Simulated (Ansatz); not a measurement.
# AlAs (AlAs (110), 4 layers): how the settings move a single-point run

Aim: see which settings change the result for AlAs (AlAs (110), 4 layers), by how much, and at what cost.

Computed with Ansatz 0.2.0 (reference: DFT, PBE, PAW with Ansatz's default frozen-core files, scalar-relativistic, unless a step's input says otherwise).

**1. The starting structure**

Symmetry: Pmn2_1, No. 31, orthorhombic system. Conventional cell: a = 4.051 Å, b = 22.076 Å, c = 5.728 Å, α = 90.00°, β = 90.00°, γ = 90.00°. Al (site symmetry m) is surrounded by 3 As at 2.48 Å. Around As (site symmetry m) lie 3 Al at 2.48 Å. Al (site symmetry m) has 4 As at 2.48 Å as nearest neighbours. Around As (site symmetry m) lie 4 Al at 2.48 Å.

Coordinates:

```xyz
8
Lattice="4.0507 0.0000 0.0000 0.0000 5.7285 0.0000 0.0000 0.0000 22.0760" Properties=species:S:1:pos:R:3 pbc="T T T"
Al    0.0000    5.0124    8.0000
As    2.0253    3.5803    8.0000
Al    2.0253    2.1482   10.0253
As    0.0000    0.7161   10.0253
Al    0.0000    5.0124   12.0507
As    2.0253    3.5803   12.0507
Al    2.0253    2.1482   14.0760
As    0.0000    0.7161   14.0760
```

**2. The reference run**

input.yaml reads:

```yaml
crystal:
  lattice:
    - [4.0506544831, 0.0, 0.0]
    - [0.0, 5.7284905064, 0.0]
    - [0.0, 0.0, 22.076]
  atoms:
    - { symbol: Al, position: [0.0, 0.875, 0.3623849039] }
    - { symbol: As, position: [0.5, 0.625, 0.3623849039] }
    - { symbol: Al, position: [0.5, 0.375, 0.4541283009] }
    - { symbol: As, position: [0.0, 0.125, 0.4541283009] }
    - { symbol: Al, position: [0.0, 0.875, 0.5458716985] }
    - { symbol: As, position: [0.5, 0.625, 0.5458716985] }
    - { symbol: Al, position: [0.5, 0.375, 0.6376150961] }
    - { symbol: As, position: [0.0, 0.125, 0.6376150961] }
kpoints:
  mp_grid: { grid: [8, 5, 1] }
scf:
  occupations: { method: fermi_dirac, width: 0.02 }
hamiltonian:
  xc: pbe
  pseudopotentials: { kind: paw }
output:
  forces: true
  stress: true
  eigenvalues: true
  populations: true
efield:
  axis: 3
  amplitude: 0
  dipole_correction: true
```

Run with:

```sh
$ ansatz run input.yaml --threads 3 --pin off --max-ram 8192MiB --backend cpu --events-out ev --progress --plain --runs-dir out
```

**3. Variant: occupations.method tetrahedron_uncorrected, chi_scale 0.0, width left out**

Edit input.yaml of step 2 so:

```diff
@@ -17,3 +17,4 @@
 scf:
-  occupations: { method: fermi_dirac, width: 0.02 }
+  occupations: { method: tetrahedron_uncorrected }
+  initial_density: { chi_scale: 0.0 }
 hamiltonian:
```

Before running it: what results should come out? Wanted: for each run, ending; energy change; gap; force.

The runs gave:

| run | ending | energy change | gap (eV) | force (eV/Å) | cycles | time |
| --- | --- | --- | --- | --- | --- | --- |
| reference | converged | 0 | 0.76 | 1.66 | 9 | 10 s |
| 1: occupations.method tetrahedron_uncorrected, chi_scale 0.0, width left out | converged | 0.0 meV/atom (σ→0) | 0.76 | 1.66 | 11 | 11 s |

Residual by cycle in the longest SCF loop of each run; runs are numbered as in the table. The quantity is the density residual dr2, in eV.

| cycle | reference | run 1 |
| --- | --- | --- |
| 1 | 0.0202 | 7.17 |
| 2 | 0.00371 | 0.795 |
| 3 | 8.0e-4 | 0.173 |
| 4 | 5.8e-4 | 0.0199 |
| 5 | 4.7e-4 | 0.00242 |
| 6 | 7.6e-5 | 0.00465 |
| 7 | 4.5e-6 | 1.3e-4 |
| 8 | 1.2e-7 | 1.6e-5 |
| 9 | 8.6e-9 | 1.8e-6 |
| 10 | - | 3.6e-7 |
| 11 | - | 9.6e-9 |

**Reading.** The changed input (smearing and start) leaves the energy the same to the digits printed. Cost: 11 SCF cycles against 9.

These are semilocal Kohn-Sham gaps, which aren't the measured quantity. Such gaps usually fall short of the measured ones.
